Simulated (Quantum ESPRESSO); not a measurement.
## Pd under changes of volume

One of the cells (14.750 Å³/atom); the others are scaled copies at fixed shape and fractional positions:

```
Pd
1.0
     0.00000    1.94650    1.94650
     1.94650    0.00000    1.94650
     1.94650    1.94650    0.00000
Pd
1
Direct
  0.00000 0.00000 0.00000
```

* Program: Quantum ESPRESSO 7.5
* Functional: r2SCAN
* Potentials or basis: SG15 PBE 1.2
* Cutoff: 952 eV
* Density cutoff: 3810 eV
* k mesh: 9 × 9 × 9
* Occupations: fermi-dirac, width 0.05 eV
* Spin: no spin polarisation

| volume (Å³/atom) | energy over the lowest point (meV/atom) | pressure (GPa) |
| --- | --- | --- |
| 13.865 | ? | ? |
| 14.160 | 17.18 | 9.5 |
| 14.455 | 4.48 | 4.7 |
| 14.750 | 0.00 | 0.6 |
| 15.045 | 2.75 | -3.1 |
| 15.340 | 11.83 | -6.3 |
| 15.635 | 26.45 | -9.1 |

Q: What does the run at 13.865 Å³/atom give?

A: Energy over the lowest point 39.26 meV/atom; pressure 14.9 GPa.

Worked out: A Birch-Murnaghan fit of order 3 (a polynomial in V^(-2/3)) to the other rows has its minimum at 14.78 Å³/atom with B0 = V·E''(V) = 194 GPa and B' = 5.6. It gives 39.27 meV/atom at 13.865 Å³/atom, against the run's 39.26, and -dE/dV = 14.8 GPa, against 14.9.

Energies are extrapolated to zero smearing.

Caveats: the potentials were made for another functional, which shifts forces and pressure.
